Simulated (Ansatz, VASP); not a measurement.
**Cross-check of CdS (Greenockite) between VASP and Ansatz**

Aim: how closely do two programs agree when they are given the same cell, functional and k mesh?

Calculated with Ansatz 0.2.0; plane waves, with VASP 6.6.1 beside it; single point at PBEsol.

The database entry behind the starting cell differs from later determinations by our own check (about 0.35 % long), so it need not match the best structure at ambient conditions.

## Step 1: The structure

The structure is hexagonal, space group P6_3mc (No. 186). The conventional cell has a = 4.150 Å, b = 4.150 Å, c = 6.737 Å, α = 90.00°, β = 90.00°, γ = 120.00°. Nearest to Cd lie 4 S at 2.53 to 2.54 Å. S has 4 Cd at 2.53 to 2.54 Å nearest. Farther neighbours and most contacts between anions are not listed.

## Step 2: VASP: single point, PBEsol

With cell and atoms fixed, the geometry can't cause a difference; cores, projectors, grids and the points listed under the comparison can.

Lines of VASP's logs that name or quote its potential files are left out, and so is its time.

File INCAR:

```
SYSTEM = CdS
PREC = Accurate
ENCUT = 400
EDIFF = 1E-05
NELM = 100
ISMEAR = 0
SIGMA = 0.05
LREAL = .FALSE.
ALGO = Normal
GGA = PS
NBANDS = 24
LORBIT = 11
LWAVE = .FALSE.
LCHARG = .FALSE.
KPAR = 4
```

File POSCAR:

```
CdS
1.0
    4.1500000000      0.0000000000      0.0000000000
   -2.0750000000      3.5940054257      0.0000000000
    0.0000000000      0.0000000000      6.7370000000
Cd S
2 2
Direct
    0.6666666667      0.3333333333      0.5000000000
    0.3333333333      0.6666666667      0.0000000000
    0.6666666667      0.3333333333      0.8750000000
    0.3333333333      0.6666666667      0.3750000000
```

File KPOINTS:

```
Automatic mesh
0
Gamma
6 6 4
0 0 0
```

Potentials, in the order of the species: Cd and S (PBE family, release 64).

The run is started by

```bash
mpirun -np 4 vasp_std
```

Numbers of over 12 decimals in the logs are rounded to 6 here.

The program printed:

```text
[banner, memory and clock lines left out]
running    4 mpi-ranks, on    1 nodes
 distrk:  each k-point on    1 cores,    4 groups
 distr:  one band on    1 cores,    1 groups

 POSCAR found type information on POSCAR CdS
 POSCAR found :  2 types and       4 ions
|                                                                             |
|               ----> ADVICE to this user running VASP <----                  |
|                                                                             |
|     You enforced a specific xc type in the INCAR file but a different       |
|     [... a line on the potential file left out ...]
|     I HOPE YOU KNOW WHAT YOU ARE DOING!                                     |
|                                                                             |

 LDA part: xc-table for (Slater+PW92), standard interpolation
 POSCAR, INCAR and KPOINTS ok, starting setup
 FFT: planning ... GRIDC
 FFT: planning ... GRID_SOFT
 FFT: planning ... GRID
 WAVECAR not read
 entering main loop
       N       E                     dE             d eps       ncg     rms          rms(c)
DAV:   1     0.209228620652E+03    0.20923E+03   -0.15309E+04  1008   0.112E+03
DAV:   2    -0.443576783385E+01   -0.21366E+03   -0.20798E+03  1160   0.307E+02
DAV:   3    -0.145338872591E+02   -0.10098E+02   -0.10070E+02  1232   0.690E+01
DAV:   4    -0.146248342750E+02   -0.90947E-01   -0.90919E-01  1240   0.641E+00
DAV:   5    -0.146264491318E+02   -0.16149E-02   -0.16148E-02  1248   0.807E-01    0.107E+01
DAV:   6    -0.136546219728E+02    0.97183E+00   -0.21051E+00  1360   0.161E+01    0.850E+00
DAV:   7    -0.136336222191E+02    0.21000E-01   -0.70657E-01  1144   0.473E+00    0.379E+00
DAV:   8    -0.136267617436E+02    0.68605E-02   -0.10317E-01  1224   0.333E+00    0.496E-01
DAV:   9    -0.136248149834E+02    0.19468E-02   -0.18522E-02  1280   0.173E+00    0.142E-01
DAV:  10    -0.136248217453E+02   -0.67619E-05   -0.13022E-03  1240   0.382E-01    0.911E-02
DAV:  11    -0.136248462756E+02   -0.24530E-04   -0.10491E-04  1272   0.659E-02    0.894E-02
DAV:  12    -0.136248865935E+02   -0.40318E-04   -0.55043E-05  1184   0.473E-02    0.459E-02
DAV:  13    -0.136249126623E+02   -0.26069E-04   -0.38002E-05   904   0.458E-02    0.320E-02
DAV:  14    -0.136249118545E+02    0.80784E-06   -0.25575E-06   800   0.191E-02
   1 F= -.13624912E+02 E0= -.13624912E+02  d E =-.177121E-12
```

From OUTCAR (step 2):

```text
ion  position               nearest neighbor table
   1  0.667  0.333  0.500-   3 2.53   4 2.54   4 2.54   4 2.54
   2  0.333  0.667  0.000-   4 2.53   3 2.54   3 2.54   3 2.54
   3  0.667  0.333  0.875-   1 2.53   2 2.54   2 2.54   2 2.54
   4  0.333  0.667  0.375-   2 2.53   1 2.54   1 2.54   1 2.54

  LATTYP: Found a hexagonal cell.
 ALAT       =     4.1500000000
 C/A-ratio  =     1.6233734940

 Subroutine GETGRP returns: Found 12 space group operations
 (whereof  6 operations were pure point group operations)

The static configuration has the point symmetry C_3v.
 The point group associated with its full space group is C_6v.

 Found     21 irreducible k-points:

   k-points           NKPTS =     21   k-points in BZ     NKDIM =     21   number of bands    NBANDS=     24

   dimension x,y,z NGX =    28 NGY =   28 NGZ =   48
   dimension x,y,z NGXF=    56 NGYF=   56 NGZF=   96

   ENCUT  =  400.0 eV  29.40 Ry    5.42 a.u.   6.77  6.77 10.99*2*pi/ulx,y,z

   NELECT =      36.0000    total number of electrons

 k-points in reciprocal lattice and weights: Automatic mesh
   0.00000000  0.00000000  0.00000000       0.007
   0.16666667 -0.00000000  0.00000000       0.042
   0.33333333  0.00000000  0.00000000       0.042
   0.50000000 -0.00000000  0.00000000       0.021
   0.16666667  0.16666667  0.00000000       0.042
   0.33333333  0.16666667  0.00000000       0.083
   0.33333333  0.33333333  0.00000000       0.014
   0.00000000  0.00000000  0.25000000       0.014
   0.16666667 -0.00000000  0.25000000       0.083
[...]
0.33333333  0.16666667  0.50000000       0.083
   0.33333333  0.33333333  0.50000000       0.014

 average (electrostatic) potential at core
       1 -39.2574       2 -39.2574       3 -89.3719       4 -89.3719

 E-fermi :   1.3380

 k-point     1 :       0.0000    0.0000    0.0000
  band No.  band energies     occupation
    ...
     14       0.3351      2.00000
     15       0.3351      2.00000
     16       1.0621      2.00000
     17       1.1061      2.00000
     18       1.1061      2.00000
     19       2.1621      0.00000
     20       3.7696      0.00000
     21       7.4758      0.00000
     22       7.4758      0.00000
     23       7.8109      0.00000
    ...

 k-point     2 :       0.1667   -0.0000    0.0000
  band No.  band energies     occupation
    ...
     14      -0.6432      2.00000
     15      -0.1234      2.00000
     16       0.0187      2.00000
     17       0.8565      2.00000
     18       0.9212      2.00000
     19       3.3378      0.00000
     20       4.6449      0.00000
     21       6.7470      0.00000
     22       7.8184      0.00000
     23       7.8370      0.00000
    ...

 k-point     3 :       0.3333    0.0000    0.0000
  band No.  band energies     occupation
    ...
     14      -1.8786      2.00000
     15      -1.4451      2.00000
     16      -0.5282      2.00000
     17       0.2687      2.00000
     18       0.5490      2.00000
     19       4.4230      0.00000
     20       4.9862      0.00000
     21       6.3597      0.00000
     22       7.2041      0.00000
     23       8.0727      0.00000
    ...

  Total       -0.7562540     -0.7562540     -0.3918407      0.0000000     -0.0000000      0.0000000
  in kB      -12.0582675    -12.0582675     -6.2477948      0.0000000     -0.0000000      0.0000000
  external PRESSURE =     -10.1214433 kB  Pullay stress =       0.0000000 kB

  energy-cutoff  :      400.00
  volume of cell :      100.48
      direct lattice vectors                 reciprocal lattice vectors
     4.150000000  0.000000000  0.000000000     0.240963855  0.139120547  0.000000000
    -2.075000000  3.594005426  0.000000000     0.000000000  0.278241094  0.000000000
     0.000000000  0.000000000  6.737000000     0.000000000  0.000000000  0.148434021

 POSITION                                       TOTAL-FORCE (eV/Angst)
 -----------------------------------------------------------------------------------
      2.07500      1.19800      3.36850         0.000000     -0.000000     -0.066181
     -0.00000      2.39600      0.00000        -0.000000      0.000000     -0.066181
      2.07500      1.19800      5.89487        -0.000000     -0.000000      0.066181
     -0.00000      2.39600      2.52637         0.000000      0.000000      0.066181
 -----------------------------------------------------------------------------------
    total drift:                               -0.000000      0.000000     -0.000682

  FREE ENERGIE OF THE ION-ELECTRON SYSTEM (eV)
  ---------------------------------------------------
  free  energy   TOTEN  =       -13.6249118545 eV

  energy  without entropy=      -13.6249118545  energy(sigma->0) =      -13.62491185

 total charge
# of ion       s       p       d       tot
------------------------------------------
    1        0.428   0.324   9.557  10.308
    2        0.428   0.324   9.557  10.308
    3        1.318   2.369   0.000   3.687
    4        1.318   2.369   0.000   3.687
--------------------------------------------------
tot          3.492   5.385  19.114  27.991

[... 3 further parts left out ...]
```

The run ends at a pressure of -1.01 GPa, with forces up to 0.066 eV/Å.

## Step 3: Ansatz: single point, PBEsol

Ansatz runs on its default PAW (the set named soft_2) files.

The same cell, functional, mesh and smearing now go to Ansatz, which takes its cutoff from its data sets.

File input.yaml:

```yaml
crystal:
  lattice:
    - [4.15, 0.0, 0.0]
    - [-2.075, 3.5940054257, 0.0]
    - [0.0, 0.0, 6.737]
  atoms:
    - { symbol: Cd, position: [0.6666666667, 0.3333333333, 0.5] }
    - { symbol: Cd, position: [0.3333333333, 0.6666666667, 0.0] }
    - { symbol: S, position: [0.6666666667, 0.3333333333, 0.875] }
    - { symbol: S, position: [0.3333333333, 0.6666666667, 0.375] }
hamiltonian:
  xc: pbesol
  pseudopotentials: { kind: paw }
kpoints:
  mp_grid: { grid: [6, 6, 4] }
scf:
  occupations: { method: gaussian, width: 0.05 }
  n_extra_bands: 5
output:
  forces: true
  stress: true
  eigenvalues: true
  write_density: true
  write_potential: true
  elf: true
  volumetric_format: npy
```

The run is started by

```bash
ansatz run input.yaml --threads 2 --pin off --max-ram 4608MiB --backend cpu --events-out ev --progress --plain --runs-dir out
```

The program printed:

```text
scf.n_extra_bands = 5 over 26 filled bands (N_el = 52.0): the run solves 31 bands
Engine: ansatz 0.2.0, aarch64-unknown-linux-gnu
Pseudopotentials: kind: paw
Pseudopotential: Cd, paw, valence charge 20, recommended cutoff 420 eV (normal), Cd.paw.azcp
Pseudopotential: S, paw, valence charge 6, recommended cutoff 420 eV (normal), S.paw.azcp
Functional definition: PBEsol
  exchange = pbesol_x
  correlation = pbesol_c
Crystal: 4 atoms, lattice volume = 100.483 Å³
Basis set: ecut = 420 eV, 1973 PW (Γ), exchange–correlation on 60×60×96 points (8 copies of the dense FFT grid, shifted against one another)
Bands: 31, of which v1, the nominal top of the filled ones, is band 26 counted from 1 (25 counted from 0)
Symmetry: 12 space group operations
Space group: P63mc (ITA 186), of the structure as read, at distance tolerance 4.6e-5 Å
k-points: 21 of 144 (time reversal used)
Non-local potential: Cd, projectors of the file, l = 0: 3, l = 1: 2, l = 2: 2, l = 3: 1
Non-local potential: S, projectors of the file, l = 0: 2, l = 1: 2, l = 2: 2
PAW form: soft (Blöchl's): semilocal exchange-correlation on the pseudo side does not see the compensation charge
PAW frozen core: Cd, regenerated for the run's functional, and the local potential with it (the file was generated under x = pbe(κ = 0.804, μ = 0.219515), c = pbe(β = 0.066725))
PAW frozen core: S, regenerated for the run's functional, and the local potential with it (the file was generated under x = pbe(κ = 0.804, μ = 0.219515), c = pbe(β = 0.066725))
PAW one-centre angular grid: Cd, 590 points (default); XC on 64 Gauss nodes
PAW one-centre angular grid: S, 110 points (default); XC on 64 Gauss nodes
Initial density: superposition of atomic densities (neutral atoms: chi_scale 0, normalization atom), corrected by the library's trained network
Initial wavefunctions: pseudopotential atomic-orbital guess
Functional: x = pbesol(κ = 0.804, μ = 0.123457), c = pbesol(β = 0.046)
SCF iter   1: F=—  HF=-18140.454644 eV  |F-HF|=—  |Δ(HF+E_count)|=         —  Δρ=5.17e-3  dr2=3.64e-2  ethr=1.77e-3  ⟨swp⟩=6.0  Hψ=2573  notcnv=0
preconditioner: auto → Resta (q_TF=auto, 2.445 Å⁻¹)  ε∞=5.0  [insulator: Δε(μ)=0.987 eV  Ē_g=11.133 eV  σ=0.050 eV  W_gap=1.00  n_scr=22 (ndim 8)  ℏωp=22.2 eV  f_vac=0.131  D(μ)=0.00/eV (n_scr^D=0)  ε∞_Penn≈5.0]
SCF iter   2: F=—  HF=-18140.445824 eV  |F-HF|=—  |Δ(HF+E_count)|=   8.82e-3  Δρ=1.98e-3  dr2=6.34e-3  ethr=7.00e-5  ⟨swp⟩=2.4  Hψ=1207  notcnv=0
SCF iter   3: F=—  HF=-18140.444209 eV  |F-HF|=—  |Δ(HF+E_count)|=   1.62e-3  Δρ=4.69e-4  dr2=2.66e-4  ethr=1.22e-5  ⟨swp⟩=2.0  Hψ=976  notcnv=0  defer=1
SCF iter   4: F=—  HF=-18140.444273 eV  |F-HF|=—  |Δ(HF+E_count)|=   6.44e-5  Δρ=2.05e-4  dr2=6.05e-5  ethr=5.11e-7  ⟨swp⟩=2.8  Hψ=1028  notcnv=0  defer=2
SCF iter   5: F=—  HF=-18140.444342 eV  |F-HF|=—  |Δ(HF+E_count)|=   6.91e-5  Δρ=5.17e-5  dr2=3.81e-6  ethr=1.16e-7  ⟨swp⟩=2.6  Hψ=1086  notcnv=0  defer=2
SCF iter   6: F=—  HF=-18140.444350 eV  |F-HF|=—  |Δ(HF+E_count)|=   8.00e-6  Δρ=1.39e-5  dr2=2.86e-7  ethr=7.32e-9  ⟨swp⟩=2.0  Hψ=1008  notcnv=0  defer=2
SCF iter   7: F=-18140.444351 eV  HF=-18140.444351 eV  |F-HF|=3.76e-8  |Δ(HF+E_count)|=   7.03e-7  Δρ=3.19e-6  dr2=1.49e-8  ethr=1.92e-10  ⟨swp⟩=12.4  Hψ=4636  notcnv=0
SCF 1 converged in 7 iterations: F = -18140.444351 eV  dr2 = 1.49e-8
  greatest PAW one-centre occupation: 1.000 electrons in one spin orbital (limit 2), on the Cd atom at site 1 (counted from 0), in its partial waves of l = 0
SCF converged after 7 iterations
Free energy (F): -18140.444351 eV
Harris-Foulkes:  -18140.444351 eV  (|F-HF|=3.76e-8)
Internal energy: -18140.444351 eV  (E = F + TS)
E sigma→0 (E₀):  -18140.444351 eV
Fermi energy:    7.155491 eV
--- Per-component energies (eV) ---
  E_band       = -1025.266108
  E_kinetic    = 1221.893103
  E_local      = -8073.191429  (includes V_loc(G=0)·N_el)
  E_nonlocal   = 130.915462
  E_hartree    = 3700.207690
  E_xc         = -542.106030
  E_vxc        = -615.422905  (∫ρ·V_xc dr)
  E_paw        = -9196.578769  (= ΣΔE_a)
  E_vpaw       = -1089.876216  (= ΣTr[D̂ρ^β])
  E_aug_tail   = 0.000029  (compensation charges beyond the density's cutoff)
  E_ewald      = -5382.392226
  E_core_change = 0.807818  (= ΣΔE_core)
  E_smearing   = -0.000000  (= −TS)
  E_closure    = 0.000000  (closes the sum)
  Σ components = -18140.444351   (vs F -18140.444351, Δ=0.00e0)
--- Forces (eV/Å), atoms counted from 1 ---
  atom   1  Cd     0.00000000    -0.00000000    -0.06453235
  atom   2  Cd     0.00000000     0.00000000    -0.06453235
  atom   3  S     -0.00000000    -0.00000000     0.06454612
  atom   4  S      0.00000000     0.00000000     0.06454612
  max |Σ_I F_I| component: 2.75e-5 eV/Å
--- Stress (GPa, compression-positive) ---
       -1.160208       0.000000      -0.000000
       -0.000000      -1.160208       0.000000
       -0.000000      -0.000000      -0.604524
  P = ⅓ Tr σ = -0.9750 GPa (-9.750 kbar)
--- Band table (eV; the first three rows and the last of 21) ---
  k-point 0: bands = [... 22 lower, 5.8589, 6.5824, 6.6271, 6.6271, 7.6823, 9.2908, 12.9820, 12.9820, ... 1 higher]
  k-point 1: bands = [... 22 lower, 5.9648, 5.9648, 6.5073, 6.5073, 8.5978, 9.3652, 12.8090, 13.0515, ... 1 higher]
  k-point 2: bands = [... 22 lower, 6.2291, 6.2291, 6.2291, 6.2291, 9.3516, 9.3516, 12.6696, 12.6696, ... 1 higher]
  k-point 20: bands = [... 22 lower, 4.2024, 4.2024, 5.5080, 5.5080, 10.9051, 10.9051, 12.5761, 12.5761, ... 1 higher]
```

Run time: 4.2 s. Hardware: 2 threads of Arm Neoverse V2, shared host; peak memory 0.34 GiB.

In the SCF lines HF is the Harris–Foulkes energy and dr2 the Hartree energy of the density residual, in eV; the loop may stop once dr2 is under the threshold and the program's other checks hold. Hψ counts applications of the Hamiltonian.

The run ends at a pressure of -0.97 GPa, with forces up to 0.065 eV/Å.

## Step 4: Side by side

Known differences besides the potentials themselves: the data sets hold 52 valence electrons in Ansatz (default PAW (the set named soft_2) files) and 36 in VASP; the cutoff is 420 eV in Ansatz and 400 eV in VASP; Ansatz makes its cores anew for this functional, VASP keeps those of its PBE data sets; VASP leaves aspherical gradient terms in its spheres out (LASPH is not set), Ansatz keeps them. Total energies have different zeros and are not compared.

Both answers:

| quantity | Ansatz | VASP | difference |
| --- | --- | --- | --- |
| pressure (GPa) | -0.97 | -1.01 | +0.04 |
| gap on the k mesh (eV) | 1.055 | 1.056 | -0.001 |

Forces (eV/Å; atoms numbered as in POSCAR):

| atom | Ansatz x, y, z | VASP x, y, z |
| --- | --- | --- |
| Cd1 | 0.000, 0.000, -0.065 | 0.000, 0.000, -0.066 |
| Cd2 | 0.000, 0.000, -0.065 | 0.000, 0.000, -0.066 |
| S3 | 0.000, 0.000, 0.065 | 0.000, 0.000, 0.066 |
| S4 | 0.000, 0.000, 0.065 | 0.000, 0.000, 0.066 |

The forces differ by 0.9 meV/Å r.m.s., which is 2.5 % of the r.m.s. force of 0.04 eV/Å (both taken over all components). A gap on the mesh is an upper bound, since the band edges may lie between its points. Ansatz's pressure holds a Pulay correction of 0.02 GPa; VASP's holds none.

## Step 5: What the set-up changes

Further runs change the set-up of one program: Ansatz's method, potentials or start, or VASP's data sets, cutoff or form of LDA. The table gives Ansatz less VASP for each quantity, since a change that brings one quantity closer may part another.

| run | r.m.s. force difference (meV/Å) | pressure (GPa) | gap on the k mesh (eV) |
| --- | --- | --- | --- |
| as above | 0.95 | 0.037 | -8.3e-4 |
| Ansatz's all-electron LAPW method | 0.9 | 0.060 | -7.0e-5 |

## Step 6: Results

| Quantity | Value |
| --- | --- |
| r.m.s. force difference (single point, PBEsol) | 0.95 meV/Å |

The r.m.s. force difference is 0.95 meV/Å (single point, PBEsol), within the 12 meV/Å picked in this series as the mark of a large difference. Single point, PBEsol, Ansatz's all-electron LAPW method: the difference in pressure goes from 0.037 to 0.060 GPa; the difference in gap on the k mesh goes from -8.3e-4 to -7.0e-5 eV. How closely two codes agree says nothing of how well the functional describes the real material.

[Lines on the potential files, build, host, timing and source positions are cut from VASP's logs without a mark.]

[Logs are printed without paths, hosts, clocks, repeated set-up lines and the standing remarks that a program may print on its own settings, such as how far it seeks lower states.]

[Hosts, paths, dates, database ids (printed as entryN), source tags and the programs' standing remarks are cut or masked in the printed files.]
